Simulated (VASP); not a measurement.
Method: LDA (Ceperley-Alder, Perdew-Zunger), VASP's LDA PAW potentials (set 64) (plane waves; VASP 6.6.1).

A VASP calculation is set up with these files.

### POSCAR
```
CsI
1.0
  4.4084292718   0.0000000000   0.0000000000
  0.0000000000   4.4084292718   0.0000000000
  0.0000000000   0.0000000000   4.4084292718
Cs I
1 1
Cart
  0.0000000000   0.0000000000   0.0000000000
  2.2042146359   2.2042146359   2.2042146359
```

**INCAR**
```
SYSTEM = CsI
PREC = Accurate
ENCUT = 400
EDIFF = 1E-6
NELM = 100
ALGO = Normal
LREAL = .FALSE.
LASPH = .TRUE.
ISMEAR = 0
SIGMA = 0.05
LMAXMIX = 4
LWAVE = .FALSE.
LCHARG = .FALSE.
IBRION = 2
ISIF = 3
NSW = 60
EDIFFG = -0.01
```

### KPOINTS
```
kpoints
0
gamma
  6 6 6
0 0 0
```

POTCAR, in this order: Cs_sv I (LDA.64 set). Program: vasp_std.

What VASP printed:

### OSZICAR
```
       N       E                     dE             d eps       ncg     rms          rms(c)
DAV:   1     0.790820503225E+02    0.79082E+02   -0.55496E+03   480   0.911E+02
DAV:   2    -0.588057396332E-01   -0.79141E+02   -0.73165E+02   692   0.157E+02
DAV:   3    -0.623254896822E+01   -0.61737E+01   -0.61451E+01   608   0.491E+01
DAV:   4    -0.631760444059E+01   -0.85055E-01   -0.85025E-01   580   0.719E+00
DAV:   5    -0.631877489816E+01   -0.11705E-02   -0.11704E-02   592   0.843E-01    0.171E+00
DAV:   6    -0.621388901524E+01    0.10489E+00   -0.13746E-01   524   0.186E+00    0.126E+00
DAV:   7    -0.618779405196E+01    0.26095E-01   -0.10053E-01   524   0.160E+00    0.468E-01
DAV:   8    -0.618726419295E+01    0.52986E-03   -0.60436E-03   560   0.493E-01    0.122E-01
DAV:   9    -0.618719370609E+01    0.70487E-04   -0.32496E-04   556   0.137E-01    0.625E-02
DAV:  10    -0.618721440861E+01   -0.20703E-04   -0.10511E-04   576   0.490E-02    0.186E-02
DAV:  11    -0.618721106152E+01    0.33471E-05   -0.38305E-05   532   0.327E-02    0.352E-03
DAV:  12    -0.618721067688E+01    0.38464E-06   -0.25857E-06   532   0.104E-02
   1 F= -.61872107E+01 E0= -.61872107E+01  d E =-.618721E+01
```

File OUTCAR:
```
------------------------ aborting loop because EDIFF is reached ----------------------------------------
  FORCE on cell =-STRESS in cart. coord.  units (eV):
  Direction    XX          YY          ZZ          XY          YZ          ZX
  --------------------------------------------------------------------------------------
  Total       -0.0025805     -0.0025805     -0.0025805     -0.0000000     -0.0000000      0.0000000
  in kB       -0.0482576     -0.0482576     -0.0482576     -0.0000000     -0.0000000      0.0000000
  external PRESSURE =      -0.0482576 kB  Pullay stress =       0.0000000 kB
  volume of cell :       85.67
      direct lattice vectors                 reciprocal lattice vectors
     4.408429272  0.000000000  0.000000000     0.226838164  0.000000000  0.000000000
     0.000000000  4.408429272  0.000000000     0.000000000  0.226838164  0.000000000
     0.000000000  0.000000000  4.408429272     0.000000000  0.000000000  0.226838164
 POSITION                                       TOTAL-FORCE (eV/Angst)
 -----------------------------------------------------------------------------------
      0.00000      0.00000      0.00000         0.000000      0.000000      0.000000
      2.20421      2.20421      2.20421         0.000000      0.000000      0.000000
 -----------------------------------------------------------------------------------
    total drift:                                0.000000     -0.000000     -0.000000
  FREE ENERGIE OF THE ION-ELECTRON SYSTEM (eV)
  ---------------------------------------------------
  free  energy   TOTEN  =        -6.1872106769 eV

  energy  without entropy=       -6.1872106769  energy(sigma->0) =       -6.18721068

 reached required accuracy - stopping structural energy minimisation
```
(Selected blocks of OUTCAR.)

### OUTCAR
```
 val. band max:        1.3460327036   @ k =   0.5000   0.5000   0.0000

 cond. band min:       5.1251025731   @ k =   0.0000   0.0000   0.0000


 Fermi energy:         1.6284261038

 k-point     1 :       0.0000    0.0000    0.0000
  band No.  band energies     occupation
      1     -18.8901      2.00000
      2      -9.5491      2.00000
      3      -5.5721      2.00000
      4      -5.5721      2.00000
      5      -5.5721      2.00000
      6       1.2827      2.00000
      7       1.2827      2.00000
      8       1.2827      2.00000
      9       5.1251      0.00000
     10       5.1251      0.00000
     11       5.2718      0.00000
     12       9.2456      0.00000

 k-point     2 :       0.1667    0.0000    0.0000
  band No.  band energies     occupation
      1     -18.8797      2.00000
      2      -9.5591      2.00000
      3      -5.6226      2.00000
      4      -5.5469      2.00000
      5      -5.5469      2.00000
      6       0.6798      2.00000
      7       1.2199      2.00000
      8       1.2199      2.00000
      9       5.3066      0.00000
     10       5.7239      0.00000
     11       6.0786      0.00000
     12       9.1480      0.00000

 k-point     3 :       0.3333    0.0000    0.0000
  band No.  band energies     occupation
      1     -18.8586      2.00000
      2      -9.5839      2.00000
      3      -5.6987      2.00000
      4      -5.4955      2.00000
      5      -5.4955      2.00000
      6      -0.1948      2.00000
      7       1.0902      2.00000
      8       1.0902      2.00000
      9       5.8091      0.00000
     10       7.0986      0.00000
     11       7.5611      0.00000
     12       8.7563      0.00000

 k-point     4 :       0.5000    0.0000    0.0000
  band No.  band energies     occupation
      1     -18.8480      2.00000
      2      -9.5987      2.00000
      3      -5.7245      2.00000
      4      -5.4691      2.00000
      5      -5.4691      2.00000
      6      -0.5533      2.00000
...
```

Unless said otherwise, spin-orbit coupling is left out, though it shifts the bands of the heavy elements here.

The compound is CsI in the CsCl type structure. It was relaxed first, which changed the volume by -10 %. The start is the result of an earlier pass.
